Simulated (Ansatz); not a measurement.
# Li: the cost of one run

Method: DFT PBE, scalar-relativistic, plane waves, PAW, in Ansatz 0.2.0.

## (1) The starting structure

The structure is tetragonal, space group P4/mbm (No. 127). Conventional cell: a = 6.963 Å, b = 6.963 Å, c = 2.553 Å, α = 90.00°, β = 90.00°, γ = 90.00°. Li (site symmetry m2m) has 4 Li at 2.55 to 2.57 Å as nearest neighbours. Around Li (site symmetry 4/m) lie 6 Li at 2.55 to 2.57 Å.

As a file:

```
Li
1.0
     6.96288    0.00000    0.00000
     0.00000    6.96288    0.00000
     0.00000    0.00000    2.55318
Li
6
Direct
  0.17680 0.32320 0.00000
  0.32320 0.82320 0.00000
  0.82320 0.67680 0.00000
  0.67680 0.17680 0.00000
  0.00000 0.00000 0.00000
  0.50000 0.50000 0.00000
```

Recipe of the guess: 4-, 6-connected net of one element (P4/mbm, No. 127). Lengths come from tabulated atomic sizes and are only a guess.

## (2) Probe: one point on a coarse mesh

Input file input.yaml:

```yaml
crystal:
  lattice:
    - [6.96287506, 0.0, 0.0]
    - [0.0, 6.96287506, 0.0]
    - [0.0, 0.0, 2.55317832]
  atoms:
    - { symbol: Li, position: [0.17679539, 0.32320461, 0.0] }
    - { symbol: Li, position: [0.32320461, 0.82320461, 0.0] }
    - { symbol: Li, position: [0.82320461, 0.67679539, 0.0] }
    - { symbol: Li, position: [0.67679539, 0.17679539, 0.0] }
    - { symbol: Li, position: [0.0, 0.0, 0.0] }
    - { symbol: Li, position: [0.5, 0.5, 0.0] }
basis:
  ecutwfc: 420
kpoints:
  mp_grid: { grid: [4, 4, 6] }
hamiltonian:
  xc: pbe
scf:
  occupations: { method: gaussian, width: 0.1 }
  lower_state_search: "off"
output:
  forces: true
  stress: true
  eigenvalues: true
```

Started as:

```bash
ansatz run input.yaml --threads 1 --pin off --max-ram 2048MiB --backend cpu --events-out ev --progress --plain --runs-dir out
```

Q: Estimate wall time and peak memory on 1 thread of Intel Xeon Platinum 8488C (Sapphire Rapids), shared host.

About 1.6 s, with a peak of 0.38 GiB.
